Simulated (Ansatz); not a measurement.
# CaO: band gap under strain

Aim: follow the gap of CaO in the rocksalt structure through these states: +1.5 % biaxial strain in x and y, free along z; -1.6 % biaxial strain in the (111) plane, free along [111]; -0.5 % biaxial strain in x and y, z held. The table at the end shows which levels were run.

Program: Ansatz 0.2.0. PAW datasets, plane waves. Computed at 0 K without zero-point motion; spin polarisation is off.

### Step 1. The system as given

The unstrained cell was relaxed with r2SCAN; in each strained cell the atoms were relaxed again with r2SCAN. Names of k-points are those of the unstrained zone, where strain can split equivalent points. First state: +1.5 % biaxial strain in x and y, free along z.

The symmetry is I4/mmm (No. 139, tetragonal); a = 3.442 Å, c = 4.759 Å in the conventional setting, 14.09 Å³ an atom. Near Ca stand 6 O at 2.38–2.43 Å; near O stand 6 Ca at 2.38–2.43 Å.

As a file:

```cif
data_structure
_symmetry_space_group_name_H-M 'I4/mmm'
_symmetry_Int_Tables_number 139
_cell_length_a 3.4415
_cell_length_b 3.4415
_cell_length_c 4.7593
_cell_angle_alpha 90.000
_cell_angle_beta 90.000
_cell_angle_gamma 90.000
_cell_volume 56.37
loop_
_atom_site_label
_atom_site_type_symbol
_atom_site_symmetry_multiplicity
_atom_site_Wyckoff_symbol
_atom_site_fract_x
_atom_site_fract_y
_atom_site_fract_z
_atom_site_occupancy
Ca1 Ca 2 a 0.00000 0.00000 0.00000 1
O1 O 2 b 0.00000 0.00000 0.50000 1
```

### Step 2. +1.5 % biaxial strain in x and y, free along z: PBE

Contents of input.yaml:

```yaml
crystal:
  lattice:
    - [0.0, 2.4335133706, 2.3796511456]
    - [2.4335133706, 0.0, 2.3796511456]
    - [2.4335133706, 2.4335133706, 0.0]
  atoms:
    - { symbol: Ca, position: [0.0, 0.0, 0.0] }
    - { symbol: O, position: [0.5, 0.5, 0.5] }
kpoints:
  mp_grid: { grid: [10, 10, 10] }
  band_path:
    path:
      - [0.0, 0.0, 0.0]
      - [0.5, 0.0, 0.5]
      - [0.625, 0.25, 0.625]
      - [0.375, 0.375, 0.75]
      - [0.5, 0.5, 0.5]
      - [0.5, 0.25, 0.75]
    npoints: 1
hamiltonian:
  xc: pbe
scf:
  occupations: { method: fermi_dirac, width: 0.02 }
  n_extra_bands: 4
output:
  forces: true
  stress: true
  eigenvalues: true
```

The runs that follow: +1.5 % biaxial strain in x and y, free along z: r2SCAN; +1.5 % biaxial strain in x and y, free along z: HSE06; -1.6 % biaxial strain in the (111) plane, free along [111]: PBE; -1.6 % biaxial strain in the (111) plane, free along [111]: r2SCAN; -1.6 % biaxial strain in the (111) plane, free along [111]: HSE06; -0.5 % biaxial strain in x and y, z held: PBE; -0.5 % biaxial strain in x and y, z held: r2SCAN; -0.5 % biaxial strain in x and y, z held: HSE06.

Before running it: what results should come out?

The runs gave:

Least gap in eV (negative: overlap):

```
                                                     state   PBE  r2SCAN  HSE06
            +1.5 % biaxial strain in x and y, free along z  3.58    4.12   5.24
-1.6 % biaxial strain in the (111) plane, free along [111]  3.61    4.16   5.27
                  -0.5 % biaxial strain in x and y, z held  3.64    4.19   5.30
```

Where both were run, the HSE06 gap lies +1.66 eV from PBE's, each on its own k points. In PBE the gap is least under +1.5 % biaxial strain in x and y, free along z (3.58 eV) and largest under -0.5 % biaxial strain in x and y, z held (3.64 eV).
